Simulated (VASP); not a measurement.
# Sb, self-consistent run: which settings are enough?

Sb, P-1 (no. 2), 2 atoms in the cell. PBE; PAW potentials Sb (PBE set). VASP 6.6.1. The atoms are moved at random off their ideal places.

Wanted: energy within 1 meV/atom; forces within 0.005 eV/Å; pressure within 0.1 GPa.

POSCAR:
```
Sb
1.0
    2.1542000000      1.2437279499      3.7580000000
   -2.1542000000      1.2437279499      3.7580000000
    0.0000000000     -2.4874558998      3.7580000000
Sb
2
Direct
    0.7656170000      0.7680680000      0.7644560000
    0.2326540000      0.2300130000      0.2409250000
```

## FFT grids and symmetry tolerance typed by hand

| FFT grids and symmetry tolerance typed by hand | Energy less reference (meV/atom) | Forces, largest deviation (eV/Å) | Pressure (GPa) | SCF iterations | Time (s) |
|---|---|---|---|---|---|
| default | 0.0 | 0.0000 | 2.56 | 12 | 52 |
| NGX, NGY, NGZ = 40, 40, 40 | 0.0 | 0.0000 | 2.56 | 12 | 98 |
| NGX, NGY, NGZ = 24, 24, 24 | 0.0 | 0.0000 | 2.56 | 12 | 31 |
| NGX, NGY, NGZ = 20, 20, 20 | 0.0 | 0.0001 | 2.56 | 12 | 22 |
| NGX, NGY, NGZ = 18, 18, 18 | 0.0 | 0.0002 | 2.56 | 12 | 20 |
| NGXF, NGYF, NGZF = 46, 46, 46 | 0.0 | 0.0000 | 2.56 | 12 | 47 |
| NGXF, NGYF, NGZF = 90, 90, 90 | 0.0 | 0.0000 | 2.56 | 12 | 57 |
| SYMPREC = 0.001 | 0.0 | 0.0000 | 2.56 | 12 | 47 |
| SYMPREC = 1e-08 | 0.0 | 0.0000 | 2.56 | 12 | 52 |
| EWALD_CUTOFF = 2.0 | -1866.3 | 0.1811 | -7.68 | 12 | 53 |
| EWALD_CUTOFF = 8.0 | 0.0 | 0.0000 | 2.56 | 12 | 49 |

Chosen: NGX, NGY, NGZ = 18, 18, 18, the fastest of those that stay within half of the tolerance.

## The input

INCAR:
```
PREC = Accurate
ENCUT = 400
EDIFF = 1E-7
ISMEAR = 0
SIGMA = 0.02
LREAL = F
LASPH = T
ALGO = Normal
NELM = 100
ISIF = 2
LWAVE = F
LCHARG = F
NGX = 18
NGY = 18
NGZ = 18
```

KPOINTS:
```
k-points
0
Gamma
  6 6 6
```

Commands:
```
cat potpaw_PBE.64/Sb/POTCAR > POTCAR
mpirun -np 1 vasp_std > vasp.out
```

The chosen input took VASP 6.6.1 20 s on 1 core (AMD EPYC 7R43 (Zen 3)), a shared host.

## An input that fails: an FFT grid typed too coarse

It runs to its end, but against the unchanged starting input it is off by 3.9 meV/atom in the energy, 0.0027 eV/Å in the forces, 0.09 GPa in the pressure.

Changes against the starting input:
```
+ NGX = 12
+ NGY = 12
+ NGZ = 12
```
